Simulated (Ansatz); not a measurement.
# CoO: response to strain

CoO is deformed so: equal xx and yy strain of +3 %. What stress and forces result, by LAPW, PAW and all-electron datasets made for the crystal?

Program: Ansatz 0.2.0. Level of theory: DFT LDA, scalar-relativistic. These are calculated values, not measurements.

### 1 Starting point

The structure is tetragonal, space group I4/mmm (No. 139). The conventional cell has a = 3.016 Å, b = 3.016 Å, c = 4.214 Å, α = 90.00°, β = 90.00°, γ = 90.00°. Co (site symmetry 4/mmm) has 6 O at 2.11 to 2.13 Å as nearest neighbours. Around O (site symmetry 4/mmm) lie 6 Co at 2.11 to 2.13 Å.

Structure file:

```
Co O
1.0
    -1.50800    1.50800    2.10725
     1.50800   -1.50800    2.10725
     1.50800    1.50800   -2.10725
Co O
1 1
Direct
  0.00000 0.00000 0.00000
  0.50000 0.50000 0.00000
```

Atoms are numbered in the order of the input: Co1, O2.

### 2 The deformed structure

Space group I4/mmm before, I4/mmm after.

### 3 All-electron LAPW

Input file input.yaml:

```yaml
crystal:
  lattice:
    - [-1.5532401575, 1.5532401575, 2.1072499549]
    - [1.5532401575, -1.5532401575, 2.1072499549]
    - [1.5532401575, 1.5532401575, -2.1072499549]
  atoms:
    - { symbol: Co, position: [0.0, 0.0, 0.0], spin: 2.0 }
    - { symbol: O, position: [0.5, 0.5, 0.0] }
magnetization:
  spin_polarized: true
kpoints:
  mp_grid: { grid: [13, 13, 15] }
  band_path:
    path:
      - [0.0, 0.0, 0.0]
      - [0.0, 0.0, 0.5]
      - [0.25, 0.25, 0.25]
      - [0.0, 0.5, 0.0]
      - [0.0, 0.0, 0.0]
      - [0.5, 0.5, -0.5]
      - [0.3858266917, 0.6141733083, -0.3858266917]
      - [-0.3858266917, 0.3858266917, 0.3858266917]
      - [0.0, 0.0, 0.0]
    npoints: 5
scf:
  occupations: { method: fermi_dirac, width: 0.03 }
hamiltonian:
  xc: lda
  pseudopotentials: { kind: all_electron, lapw: { basis_error: 0.001 } }
output:
  forces: true
  stress: true
  eigenvalues: true
```

Run with:

```console
ansatz run input.yaml --threads 1 --pin off --max-ram 3072MiB --backend cpu --events-out ev --progress --plain --runs-dir out
```

### 4 PAW with frozen cores

Input file input.yaml:

```yaml
crystal:
  lattice:
    - [-1.5532401575, 1.5532401575, 2.1072499549]
    - [1.5532401575, -1.5532401575, 2.1072499549]
    - [1.5532401575, 1.5532401575, -2.1072499549]
  atoms:
    - { symbol: Co, position: [0.0, 0.0, 0.0], spin: 2.0 }
    - { symbol: O, position: [0.5, 0.5, 0.0] }
magnetization:
  spin_polarized: true
kpoints:
  mp_grid: { grid: [13, 13, 15] }
scf:
  occupations: { method: fermi_dirac, width: 0.03 }
hamiltonian:
  xc: lda
  pseudopotentials: { kind: paw }
output:
  forces: true
  stress: true
  eigenvalues: true
  efg: { contact_densities: true }
  write_density: true
  write_potential: true
  elf: true
  volumetric_format: npy
```

### 5 Datasets made for this crystal

Edit input.yaml of step 4 so:

```diff
@@ -16,3 +16,3 @@
   xc: lda
-  pseudopotentials: { kind: paw }
+  pseudopotentials: { kind: all_electron, datasets: crystal }
 output:
@@ -22,5 +22 @@
   efg: { contact_densities: true }
-  write_density: true
-  write_potential: true
-  elf: true
-  volumetric_format: npy
```

(Steps that only read results are left out.)

**Question.** What will these runs give? Wanted: pressure; largest shear or deviatoric stress.

The runs gave:

```
                                 quantity                                                 value
                                 pressure  LAPW -24.75, PAW -24.67, crystal datasets -24.75 GPa
largest shear or deviatoric stress (LAPW)                                              0.79 GPa
```

What this shows: The largest part of the stress beyond the pressure is 0.79 GPa in size, in the zz component; the atoms are carried along and not relaxed. No run of the undeformed cell stands beside it, so the pressure holds what the given cell had before the change. PAW: stress within 0.14 GPa of LAPW. Crystal datasets: stress within 0.01 GPa of LAPW. The magnetic state is the one reached from the start moments in this cell; it needn't be the ground state. With one magnetic atom in the cell only ferromagnetic order fits; the real order can differ. No U acts on the open 3d shell, so the metal found here may be the functional's error. The k mesh doesn't keep the crystal's whole symmetry, which leaves small spurious terms.
